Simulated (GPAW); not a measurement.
Runs of GPAW 26.7.0 on Zn. Symmetry: Im-3m, No. 229, cubic system. Conventional cell: a = 3.138 Å, b = 3.138 Å, c = 3.138 Å, α = 90.00°, β = 90.00°, γ = 90.00°. Zn (site symmetry m-3m) has 8 Zn at 2.72 Å as nearest neighbours. This isn't the form of Zn at room conditions, which is hcp.

| level | potentials or basis | smearing | smearing order | gap on the mesh (eV) | pressure (GPa) |
| --- | --- | --- | --- | --- | --- |
| RPBE | the program's PAW data sets (release 1.2.1) made for this functional, pw | gaussian 0.1 eV | - | none | 2.4 |
| LDA | the program's PAW data sets (release 1.2.1) made for this functional, pw | gaussian 0.02 eV | - | none | -8.7 |
| PBEsol+D3(BJ) | PAW data sets generated in the run's folder for this functional, pw | methfessel-paxton 0.2 eV | 1 | none | (a) |
| PBEsol | PAW data sets generated in the run's folder for this functional, pw | gaussian 0.05 eV | - | none | -5.3 |

Alike in all rows: task single point; no spin polarisation; cell as given; k mesh 12 × 12 × 12; cutoff (eV) 600.

Problem. Estimate the missing entries.

Solution. (a) -9.2.

Caveats: this smearing can pin the Fermi level at a band edge (some runs); pairwise dispersion overbinds metals, which lowers pressure and volume (some runs).

A gap of «none» marks a metal or a gap under the smearing width.
